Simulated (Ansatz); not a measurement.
Relaxing Si2Ni

Computed with Ansatz 0.2.0, DFT PBEsol, scalar-relativistic, plane waves, PAW. Run with 420 eV cutoff, 10×10×8 k-mesh, Gaussian smearing of 0.10 eV, no spin polarisation.

What was changed: biaxial strain in the a-b plane, c and atoms relaxed: +2.0 %.

Command:

```bash
ansatz run input.yaml --threads 1 --pin off --max-ram 2560MiB --backend cpu --events-out ev --progress --plain --runs-dir out
```

Input:

```yaml
crystal:
  lattice:
    - [2.7496085094, 2.7496085094, 0.0]
    - [-2.7496085094, 2.7496085094, 0.0]
    - [0.0, 0.0, 5.3266925633]
  atoms:
    - { symbol: Si, position: [0.0, 0.5, 0.75] }
    - { symbol: Si, position: [0.5, 0.0, 0.75] }
    - { symbol: Si, position: [0.5, 0.0, 0.25] }
    - { symbol: Si, position: [0.0, 0.5, 0.25] }
    - { symbol: Ni, position: [0.0, 0.0, 0.0] }
    - { symbol: Ni, position: [0.5, 0.5, 0.5] }
basis:
  ecutwfc: 420
kpoints:
  mp_grid: { grid: [10, 10, 8] }
hamiltonian:
  xc: pbesol
scf:
  occupations: { method: gaussian, width: 0.1 }
output:
  forces: true
  stress: true
  eigenvalues: true
relax:
  adjacent_minimum: "off"
  f_tol: 0.008
  max_steps: 40
  cell: { stress_tol: 0.015, fix: [a, b, gamma] }
```

F is the free energy. Steps run on the plane waves of an earlier cell, but the last one, and at times one on the way, on a freshly chosen basis, so a repeated geometry can differ a little in energy. The held parts of the cell keep their stress, so P needn't end at zero.

Steps:

```csv
step,F − F(1) (eV),largest force component (eV/Å),V (Å³/atom),P (GPa)
1,0.0000,0.000,13.424,-4.34
2,-0.0105,0.000,13.317,-3.18
3,-0.0149,0.000,13.190,-1.74
4,-0.0149,0.000,13.198,-1.83
5,-0.0145,0.000,13.198,-1.84
```

Relaxed structure:

```
CELL_PARAMETERS angstrom
2.74961 2.74961 0.00000
-2.74961 2.74961 0.00000
0.00000 0.00000 5.23722
ATOMIC_POSITIONS crystal
Si 0.00000 0.50000 0.75000
Si 0.50000 0.00000 0.75000
Si 0.50000 0.00000 0.25000
Si 0.00000 0.50000 0.25000
Ni 0.00000 0.00000 0.00000
Ni 0.50000 0.50000 0.50000
```

The structure is tetragonal, space group I4/mmm (No. 139). Conventional cell: a = 3.889 Å, b = 3.889 Å, c = 5.237 Å, α = 90.00°, β = 90.00°, γ = 90.00°. Si (site symmetry -4m2) has 4 Ni at 2.34 Å and 2 Si at 2.62 Å as nearest neighbours. Ni (site symmetry 4/mmm) has 8 Si at 2.34 Å as nearest neighbours.

The run converged. Time: 79 s on 1 thread of Arm Neoverse V2, on a shared host, peak memory 0.48 GiB.